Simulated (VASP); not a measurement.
A run of VASP 6.6.1:

Contents of INCAR:

```
ALGO = Fast
EDIFF = 1E-7
ENCUT = 520
GGA = CA
ISIF = 2
ISMEAR = 0
LASPH = True
LCHARG = False
LREAL = False
LWAVE = False
NBANDS = 15
NELM = 100
PREC = Accurate
SIGMA = 0.1
```

The input KPOINTS:

```
k-points
0
Gamma
  16 16 16
```

The input POSCAR:

```
ZrC
1.0
    0.0000000000      2.3206807645      2.3206807645
    2.3206807645      0.0000000000      2.3206807645
    2.3206807645      2.3206807645      0.0000000000
Zr C
1 1
Direct
    0.5000000000      0.5000000000      0.5000000000
    0.0000000000      0.0000000000      0.0000000000
```

Potentials or basis: VASP PAW LDA potentials, release 64 (Zr_sv, C).

Command:

```sh
$ cat potpaw_LDA.64/Zr_sv/POTCAR potpaw_LDA.64/C/POTCAR > POTCAR
$ mpirun -np 1 vasp_std > vasp.out
```

Hardware: 1 thread of AMD EPYC 7R43 64-Core Processor (Zen 3), on a shared host.

**Question.** How long does it take, and how much memory?

**Answer.** Run time: 100 s on 1 thread of AMD EPYC 7R43 64-Core Processor (Zen 3) (shared host), peak memory 0.13 GiB. Counts: scf iterations 19, k points 145.
